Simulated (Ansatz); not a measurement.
# Thickness series of a NiSi2/Si/CoSi2 junction, part 2 of 2

How fast does the current through NiSi2/Si/CoSi2 fall with each added layer? The lower electrode is NiSi2 fluorite(111), the upper one CoSi2 fluorite(111); the barrier is Si diamond(111) (whole bilayers). In the first transport cell, after relaxation, the nearest pair of electrode and barrier is Si–Si at 2.36 Å, along the normal, at the lower face and Si–Si at 2.38 Å, along the normal, at the upper one. All share a net of side 3.84 Å, which strains the lower electrode by +0.0 %, the upper one by +1.3 % and the barrier by -0.7 %, against typed lattice constants near PBE's. The first steps treat the bulk electrodes alone.

Ansatz 0.2.0; PBE DFT, plane waves, PAW files (the session's first sound run).

So far, transmission at the Fermi level (a spin, zone mean): step 5 (transmission over a wide range of energy) 0.0619.

## Step 6: Conductance, atomic planes in the barrier 4, gap between the electrodes 8.7 Å

System of this step: NiSi2/Si/CoSi2. The cell holds 55 atoms: 38 Si, 8 Ni and 9 Co. Its edges and angles: a = 3.840 Å, b = 3.840 Å, c = 73.294 Å, α = 90.0°, β = 90.0°, γ = 120.0°. Regions: left electrode, 25 atoms (17 Si and 8 Ni); barrier, 4 atoms (4 Si); right electrode, 26 atoms (17 Si and 9 Co). Vacuum lies along c.

The conductance needs T(E) within ten thermal energies of the Fermi level, on steps under 1.5 kT, and a finer mesh (24×24), since the current can rest on few wavevectors.

Contents of input.yaml:

```yaml
crystal:
  lattice:
    - [3.84, 0.0, 0.0]
    - [-1.92, 3.3255375505, 0.0]
    - [0.0, 0.0, 73.2936740955]
  atoms:
    - { symbol: Si, position: [0.0, 0.0, 0.0955061959] }
    - { symbol: Si, position: [0.66666667, 0.33333333, 0.116813864] }
    - { symbol: Ni, position: [0.0, 0.0, 0.1277358791] }
    - { symbol: Si, position: [0.33333333, 0.66666667, 0.1386578943] }
    - { symbol: Si, position: [0.0, 0.0, 0.1599655623] }
    - { symbol: Ni, position: [0.33333333, 0.66666667, 0.1708875775] }
    - { symbol: Si, position: [0.66666667, 0.33333333, 0.1818095927] }
    - { symbol: Si, position: [0.33333333, 0.66666667, 0.2031172607] }
[... 43 atom lines left out ...]
    - { symbol: Co, position: [0.0, 0.0, 0.8626686489] }
    - { symbol: Si, position: [0.33333333, 0.66666667, 0.8728507691] }
    - { symbol: Si, position: [0.0, 0.0, 0.8943116839] }
    - { symbol: Co, position: [0.33333333, 0.66666667, 0.9044938041] }
kpoints:
  mp_grid: { grid: [8, 8, 1] }
scf:
  occupations: { method: fermi_dirac, width: 0.1 }
  max_iter: 150
hamiltonian:
  xc: pbe
output:
  transmission:
    kmesh: [24, 24]
    e_range: [-0.26, 0.27]
    de: 0.0375
    leads: [[10, 13], [41, 44]]
```

Launch:

```sh
$ ansatz run input.yaml --threads 8 --pin off --max-ram 24576MiB --backend cpu --events-out ev --progress --plain --runs-dir out
```

Wall time 3.6 min (8 threads of Arm Neoverse V2, shared host); peak memory 9.1 GiB; 24 min of CPU time.

Numbers from this step:

```yaml
free_energy: -117030.3449 eV
fermi_energy: 8.820 eV
transmission_at_the_fermi_level_a_spin_zone_mean: 0.1503
channels_of_the_lower_lead: 1.061
channels_of_the_upper_lead: 1.370
potential_step_in_the_lower_lead: 8.9 meV
ballistic_conductance_of_the_lower_lead: 6.31e14 S/m²
potential_step_in_the_upper_lead: 5.3 meV
ballistic_conductance_of_the_upper_lead: 8.07e14 S/m²
junction_conductance: 8.68e13 S/m²
error_estimates_by_source_in_the_log_s_order: 2.3, 0.1, 14.4, 7.4, 2.6 %
resistance_area_product_beyond_the_leads: 0.01011 Ω um²
```

One spin. Transmission, zone mean against energy, zero at the Fermi level:

```tsv
energy (eV)	transmission, zone mean
-0.260	0.128
-0.223	0.133
-0.185	0.152
-0.147	0.169
-0.110	0.164
-0.072	0.148
-0.035	0.146
0.003	0.150
0.040	0.130
0.077	0.125
0.115	0.131
0.152	0.145
0.190	0.151
0.228	0.145
0.265	0.146
```

One spin. The open channels, zone mean by energy, zero at the Fermi level:

```tsv
energy (eV)	lower lead	upper lead
-0.260	0.842	1.60
-0.223	0.852	1.55
-0.185	0.915	1.47
-0.147	0.946	1.45
-0.110	1.01	1.42
-0.072	1.03	1.37
-0.035	1.03	1.35
0.003	1.06	1.37
0.040	1.06	1.28
0.077	1.08	1.23
0.115	1.13	1.21
0.152	1.15	1.20
0.190	1.19	1.20
0.228	1.26	1.17
0.265	1.28	1.12
```

Transmission over k1 and k2. At 0.0025 eV from the Fermi level.

Values, 12 rows by 16 columns, each cell a mean:
```
0.002 0.016 0.013 0.003 0.000 0.000 0.006 0.015 0.012 0.002 0.000 0.000 0.000 0.000 0.000 0.000
0.006 0.012 0.050 0.202 0.446 0.037 0.428 0.226 0.061 0.017 0.003 0.000 0.000 0.000 0.000 0.000
0.000 0.002 0.477 0.480 0.347 0.256 0.254 0.295 0.504 0.260 0.333 0.000 0.000 0.000 0.000 0.000
0.000 0.000 0.028 0.189 0.318 0.490 0.196 0.326 0.426 0.309 0.119 0.009 0.000 0.000 0.000 0.000
0.006 0.007 0.420 0.228 0.223 0.189 0.558 0.628 0.504 0.230 0.206 0.217 0.438 0.014 0.008 0.000
0.002 0.019 0.120 0.453 0.349 0.465 0.552 0.272 0.159 0.531 0.444 0.368 0.459 0.243 0.023 0.007
0.000 0.005 0.020 0.183 0.305 0.346 0.289 0.542 0.349 0.517 0.515 0.273 0.282 0.360 0.040 0.014
0.003 0.000 0.003 0.003 0.350 0.109 0.226 0.370 0.494 0.415 0.432 0.354 0.263 0.128 0.332 0.002
0.000 0.000 0.000 0.000 0.000 0.000 0.462 0.290 0.383 0.253 0.251 0.331 0.313 0.245 0.331 0.000
0.000 0.000 0.000 0.000 0.000 0.000 0.014 0.179 0.407 0.328 0.155 0.172 0.417 0.383 0.037 0.003
0.003 0.000 0.000 0.000 0.000 0.000 0.005 0.014 0.029 0.034 0.333 0.000 0.343 0.027 0.024 0.018
0.000 0.000 0.003 0.000 0.000 0.000 0.003 0.000 0.002 0.007 0.003 0.000 0.000 0.001 0.010 0.002
```
Columns: k1 (b1) from -0.5 to 0.458; rows upwards: k2 (b2) from -0.5 to 0.458.

G = 8.7e13 S/m² (1/G = 0.0115 Ω µm²). The largest error estimate is 14 %, from the mesh across the current. In the worse lead the potential repeats within 8.9 meV, which the program lets pass, though it still puts 7.4 % of error on the junction's conductance through them. By hand, Landauer's formula with T at one energy: G = (e²/h) ΣT / A = 3.874e-5 S × 0.301 / 12.77 Å² = 9.1e13 S/m², with T summed over both spins. The printed value averages T over the Fermi window and is 0.95 times this.

## Step 7: Conductance on a fine mesh, 57 atoms

System of this step: NiSi2/Si/CoSi2. The cell holds 57 atoms: 40 Si, 8 Ni and 9 Co. Its edges and angles: a = 3.840 Å, b = 3.840 Å, c = 76.462 Å, α = 90.0°, β = 90.0°, γ = 120.0°. Regions: left electrode, 25 atoms (17 Si and 8 Ni); barrier, 6 atoms (6 Si); right electrode, 26 atoms (17 Si and 9 Co). Vacuum lies along c.

Barrier layers are added or taken out in the middle, and the relaxed faces stay.

Contents of input.yaml:

```yaml
crystal:
  lattice:
    - [3.84, 0.0, 0.0]
    - [-1.92, 3.3255375505, 0.0]
    - [0.0, 0.0, 76.4623379267]
  atoms:
    - { symbol: Si, position: [0.0, 0.0, 0.0915483386] }
    - { symbol: Si, position: [0.66666667, 0.33333333, 0.1119729988] }
    - { symbol: Ni, position: [0.0, 0.0, 0.1224423965] }
    - { symbol: Si, position: [0.33333333, 0.66666667, 0.1329117941] }
    - { symbol: Si, position: [0.0, 0.0, 0.1533364544] }
    - { symbol: Ni, position: [0.33333333, 0.66666667, 0.163805852] }
    - { symbol: Si, position: [0.66666667, 0.33333333, 0.1742752497] }
    - { symbol: Si, position: [0.33333333, 0.66666667, 0.1946999099] }
[... 45 atom lines left out ...]
    - { symbol: Co, position: [0.33333333, 0.66666667, 0.868359776] }
    - { symbol: Si, position: [0.66666667, 0.33333333, 0.8781199406] }
    - { symbol: Si, position: [0.33333333, 0.66666667, 0.8986914969] }
    - { symbol: Co, position: [0.66666667, 0.33333333, 0.9084516614] }
kpoints:
  mp_grid: { grid: [8, 8, 1] }
scf:
  occupations: { method: fermi_dirac, width: 0.1 }
  max_iter: 150
hamiltonian:
  xc: pbe
output:
  transmission:
    kmesh: [24, 24]
    e_range: [-0.26, 0.27]
    de: 0.0375
    leads: [[10, 13], [43, 46]]
```

The job ended after 4.4 min (8 threads; peak memory 9.5 GiB; 31 min of CPU time).

This step gave:

| Item | Value |
| --- | --- |
| free energy | -118301.9572 eV |
| Fermi energy | 8.717 eV |
| transmission at the Fermi level (a spin, zone mean) | 0.07412 |
| potential step in the lower lead | 9 meV |
| potential step in the upper lead | 5.1 meV |
| junction conductance | 4.28e13 S/m² |
| error estimates by source, in the log's order | 0.5, 0.1, 15, 6.4, 4.2 % |
| resistance-area product beyond the leads | 0.02193 Ω um² |

One spin. The transmission, zone mean by energy, zero at the Fermi level:

```tsv
energy (eV)	transmission, zone mean
-0.260	0.0570
-0.223	0.0581
-0.185	0.0708
-0.147	0.0914
-0.110	0.0865
-0.072	0.0798
-0.035	0.0743
0.003	0.0741
0.040	0.0616
0.077	0.0573
0.115	0.0589
0.152	0.0652
0.190	0.0683
0.228	0.0636
0.265	0.0679
```

One spin. Table of open channels, zone mean by energy, zero at the Fermi level:

(Unchanged from step 6.)

Transmission over k1 and k2. At 0.0025 eV from the Fermi level.

Ten even steps from '0' (0.000) to '9' (0.511):
```
000000000000000000000000
000000000000000000000000
000000900900000000000000
000014100014100000000000
000046311113640000000000
000913312121331900000000
000001133003311000000000
000001234303432100000000
000901103377330110900000
000011200789870021100000
000043133794497331340000
000016334384048343361000
000004313379449733134000
000000112007898700211000
000000901103377330110900
000000000123430343210000
000000000011330033110000
000000000913312121331900
000000000004631111364000
000000000000141000141000
000000000000000900900000
000000000000000000000000
000000000000000000000000
000000000000000000000000
```
Columns: k1 (b1) from -0.5 to 0.458; rows upwards: k2 (b2) from -0.5 to 0.458.

G = 4.3e13 S/m² (1/G = 0.0233 Ω µm²), 0.49 times the step before of this kind. The largest error estimate is 15 %, from the mesh across the current. In the worse lead the potential repeats within 9 meV, which the program lets pass, though it still puts 6.4 % of error on the junction's conductance through them.

## Step 8: Conductance on a fine mesh, atomic planes in the barrier 8, gap between the electrodes 15.04 Å

System of this step: NiSi2/Si/CoSi2. The cell holds 59 atoms: 42 Si, 8 Ni and 9 Co. Its edges and angles: a = 3.840 Å, b = 3.840 Å, c = 79.631 Å, α = 90.0°, β = 90.0°, γ = 120.0°. Regions: left electrode, 25 atoms (17 Si and 8 Ni); barrier, 8 atoms (8 Si); right electrode, 26 atoms (17 Si and 9 Co). Vacuum lies along c.

Contents of input.yaml:

```yaml
crystal:
  lattice:
    - [3.84, 0.0, 0.0]
    - [-1.92, 3.3255375505, 0.0]
    - [0.0, 0.0, 79.6310017578]
  atoms:
    - { symbol: Si, position: [0.0, 0.0, 0.087905462] }
    - { symbol: Si, position: [0.66666667, 0.33333333, 0.1075173875] }
    - { symbol: Ni, position: [0.0, 0.0, 0.1175701886] }
    - { symbol: Si, position: [0.33333333, 0.66666667, 0.1276229897] }
    - { symbol: Si, position: [0.0, 0.0, 0.1472349152] }
    - { symbol: Ni, position: [0.33333333, 0.66666667, 0.1572877163] }
    - { symbol: Si, position: [0.66666667, 0.33333333, 0.1673405174] }
    - { symbol: Si, position: [0.33333333, 0.66666667, 0.1869524429] }
[... 47 atom lines left out ...]
    - { symbol: Co, position: [0.66666667, 0.33333333, 0.8735979824] }
    - { symbol: Si, position: [0.0, 0.0, 0.882969772] }
    - { symbol: Si, position: [0.66666667, 0.33333333, 0.9027227484] }
    - { symbol: Co, position: [0.0, 0.0, 0.912094538] }
kpoints:
  mp_grid: { grid: [8, 8, 1] }
scf:
  occupations: { method: fermi_dirac, width: 0.1 }
  max_iter: 150
hamiltonian:
  xc: pbe
output:
  transmission:
    kmesh: [24, 24]
    e_range: [-0.26, 0.27]
    de: 0.0375
    leads: [[10, 13], [45, 48]]
```

It took 4.6 min on 8 threads; peak memory 10 GiB; 31 min of CPU time.

One spin. Transmission, zone mean against energy, zero at the Fermi level:

```tsv
energy (eV)	transmission, zone mean
-0.260	0.0259
-0.223	0.0251
-0.185	0.0300
-0.147	0.0415
-0.110	0.0402
-0.072	0.0375
-0.035	0.0377
0.003	0.0354
0.040	0.0277
0.077	0.0250
0.115	0.0246
0.152	0.0263
0.190	0.0276
0.228	0.0258
0.265	0.0279
```

G = 2.0e13 S/m² (1/G = 0.0488 Ω µm²), 0.48 times the step before of this kind. The largest error estimate is 21 %, from the mesh across the current. In the worse lead the potential repeats within 8.9 meV, which the program lets pass, though it still puts 8.4 % of error on the junction's conductance through them.

## Step 9: Conductance on a fine mesh, atomic planes in the barrier 12, gap between the electrodes 21.38 Å

System of this step: NiSi2/Si/CoSi2. The cell holds 63 atoms: 46 Si, 8 Ni and 9 Co. Cell: a = 3.840 Å, b = 3.840 Å, c = 85.968 Å, α = 90.0°, β = 90.0°, γ = 120.0°. Regions: left electrode, 25 atoms (17 Si and 8 Ni); barrier, 12 atoms (12 Si); right electrode, 26 atoms (17 Si and 9 Co). Vacuum lies along c.

Contents of input.yaml:

```yaml
crystal:
  lattice:
    - [3.84, 0.0, 0.0]
    - [-1.92, 3.3255375505, 0.0]
    - [0.0, 0.0, 85.9683294201]
  atoms:
    - { symbol: Si, position: [0.0, 0.0, 0.0814253347] }
    - { symbol: Si, position: [0.66666667, 0.33333333, 0.0995915279] }
    - { symbol: Ni, position: [0.0, 0.0, 0.1089032666] }
    - { symbol: Si, position: [0.33333333, 0.66666667, 0.1182150053] }
    - { symbol: Si, position: [0.0, 0.0, 0.1363811984] }
    - { symbol: Ni, position: [0.33333333, 0.66666667, 0.1456929371] }
    - { symbol: Si, position: [0.66666667, 0.33333333, 0.1550046758] }
    - { symbol: Si, position: [0.33333333, 0.66666667, 0.173170869] }
[... 51 atom lines left out ...]
    - { symbol: Co, position: [0.33333333, 0.66666667, 0.8829159604] }
    - { symbol: Si, position: [0.66666667, 0.33333333, 0.8915968898] }
    - { symbol: Si, position: [0.33333333, 0.66666667, 0.9098937359] }
    - { symbol: Co, position: [0.66666667, 0.33333333, 0.9185746653] }
kpoints:
  mp_grid: { grid: [8, 8, 1] }
scf:
  occupations: { method: fermi_dirac, width: 0.1 }
  max_iter: 150
hamiltonian:
  xc: pbe
output:
  transmission:
    kmesh: [24, 24]
    e_range: [-0.26, 0.27]
    de: 0.0375
    leads: [[10, 13], [49, 52]]
```

Elapsed: 4.6 min, on 8 threads; peak memory 11 GiB; 31 min of CPU time.

G = 5.7e12 S/m² (1/G = 0.176 Ω µm²), 0.28 times the step before of this kind. The largest error estimate is 63 %, from the mesh across the current. In the worse lead the potential repeats within 9 meV, which the program lets pass, though it still puts 7.8 % of error on the junction's conductance through them.

## Step 10: Conductance on a fine mesh, atomic planes in the barrier 14, gap between the electrodes 24.54 Å

System of this step: NiSi2/Si/CoSi2. The cell holds 65 atoms: 48 Si, 8 Ni and 9 Co. Its edges and angles: a = 3.840 Å, b = 3.840 Å, c = 89.137 Å, α = 90.0°, β = 90.0°, γ = 120.0°. Regions: left electrode, 25 atoms (17 Si and 8 Ni); barrier, 14 atoms (14 Si); right electrode, 26 atoms (17 Si and 9 Co). Vacuum lies along c.

Contents of input.yaml:

```yaml
crystal:
  lattice:
    - [3.84, 0.0, 0.0]
    - [-1.92, 3.3255375505, 0.0]
    - [0.0, 0.0, 89.1369932513]
  atoms:
    - { symbol: Si, position: [0.0, 0.0, 0.0785308068] }
    - { symbol: Si, position: [0.66666667, 0.33333333, 0.0960512237] }
    - { symbol: Ni, position: [0.0, 0.0, 0.1050319464] }
    - { symbol: Si, position: [0.33333333, 0.66666667, 0.1140126691] }
    - { symbol: Si, position: [0.0, 0.0, 0.1315330859] }
    - { symbol: Ni, position: [0.33333333, 0.66666667, 0.1405138086] }
    - { symbol: Si, position: [0.66666667, 0.33333333, 0.1494945314] }
    - { symbol: Si, position: [0.33333333, 0.66666667, 0.1670149482] }
[... 53 atom lines left out ...]
    - { symbol: Co, position: [0.66666667, 0.33333333, 0.8870780927] }
    - { symbol: Si, position: [0.0, 0.0, 0.8954504303] }
    - { symbol: Si, position: [0.66666667, 0.33333333, 0.9130968556] }
    - { symbol: Co, position: [0.0, 0.0, 0.9214691932] }
kpoints:
  mp_grid: { grid: [8, 8, 1] }
scf:
  occupations: { method: fermi_dirac, width: 0.1 }
  max_iter: 150
hamiltonian:
  xc: pbe
output:
  transmission:
    kmesh: [24, 24]
    e_range: [-0.26, 0.27]
    de: 0.0375
    leads: [[10, 13], [51, 54]]
```

Run time: 5 min. Hardware: 8 threads; peak memory 12 GiB; 33 min of CPU time.

G = 3.1e12 S/m² (1/G = 0.321 Ω µm²), 0.55 times the step before of this kind. The largest error estimate is 82 %, from the mesh across the current. In the worse lead the potential repeats within 9 meV, which the program lets pass, though it still puts 11 % of error on the junction's conductance through them.

## Step 11: Side by side

Times are for 8 threads of Arm Neoverse V2, shared host. The runs compared:

```tsv
no.	gap between the electrodes (Å)	junction conductance (S/m²)	resistance-area product beyond the leads (Ω um²)	time	memory (GiB)
1	8.7	8.68e13	0.01011	3.6 min	9.1
2	11.87	4.28e13	0.02193	4.4 min	9.5
3	15.04	2.05e13	0.04741	4.6 min	10
4	21.38	5.68e12	0.1746	4.6 min	11
5	24.54	3.12e12	0.3195	5 min	12
```

The runs together. Transmission, zone mean against energy, zero at the Fermi level:

```tsv
energy (eV)	8.7	11.87	15.04	21.38	24.54
-0.260	0.128	0.0570	0.0259	0.00616	0.00326
-0.223	0.133	0.0581	0.0251	0.00587	0.00306
-0.185	0.152	0.0708	0.0300	0.00666	0.00337
-0.147	0.169	0.0914	0.0415	0.00846	0.00414
-0.110	0.164	0.0865	0.0402	0.00885	0.00436
-0.072	0.148	0.0798	0.0375	0.00828	0.00407
-0.035	0.146	0.0743	0.0377	0.00757	0.00365
0.003	0.150	0.0741	0.0354	0.0142	0.00672
0.040	0.130	0.0616	0.0277	0.00724	0.00410
0.077	0.125	0.0573	0.0250	0.00516	0.00246
0.115	0.131	0.0589	0.0246	0.00455	0.00205
0.152	0.145	0.0652	0.0263	0.00449	0.00192
0.190	0.151	0.0683	0.0276	0.00442	0.00183
0.228	0.145	0.0636	0.0258	0.00412	0.00168
0.265	0.146	0.0679	0.0279	0.00432	0.00172
```

## Step 12: Fit against thickness

This step: Fit of the logarithm of the conductance against the barrier's thickness, from PBE DFT, plane waves, PAW files (Ansatz 0.2.0).

No new run: the logarithm is fitted against the thickness.

Numbers from this step:

```
decay constant of the conductance : 0.21 Å⁻¹
r.m.s. misfit of ln G             : 0.04
```

From the end points alone, β = ln(8.68e+13 / 3.12e+12) / 15.84 Å = 3.33 / 15.84 Å = 0.21 Å⁻¹. One end point carries an error estimate of 82 %; a factor of 1.8 on it would move β by 0.04 Å⁻¹.

## Step 13: Outcome

```
1/G at 8.7 Å gap  : 0.0115 Ω um²
1/G at 24.5 Å gap : 0.321 Ω um²
decay constant β  : 0.21 Å⁻¹
```

In words: A fit of ln G against d gives β = 0.21 Å⁻¹, and step by step the slopes are 0.22, 0.23, 0.20 and 0.19 Å⁻¹. They differ by more than a fifth, so the fit is an average; how much of this is a real bend and how much error of the runs wasn't traced. A transmission of 0.062 across 12 Å is too high for tunnelling deep in a gap, so the spacer works as a low barrier at best. The program's largest error estimate on these conductances is 82 %, from the mesh across the current, in the run that gave 3.1e12 S/m². No spin-orbit coupling, phonons, disorder or image charges enter; the interfaces are ordered, one cell wide and lattice-matched by strain. Semilocal gaps are too small, which can bring a band edge of the barrier nearer to the Fermi level than it is.

[Logs are printed without paths, hosts, clocks, repeated set-up lines and the standing remarks that a program may print on its own settings, such as how far it seeks lower states.]

[Hosts, paths, dates, database ids (printed as entryN), source tags and the programs' standing remarks are cut or masked in the printed files.]
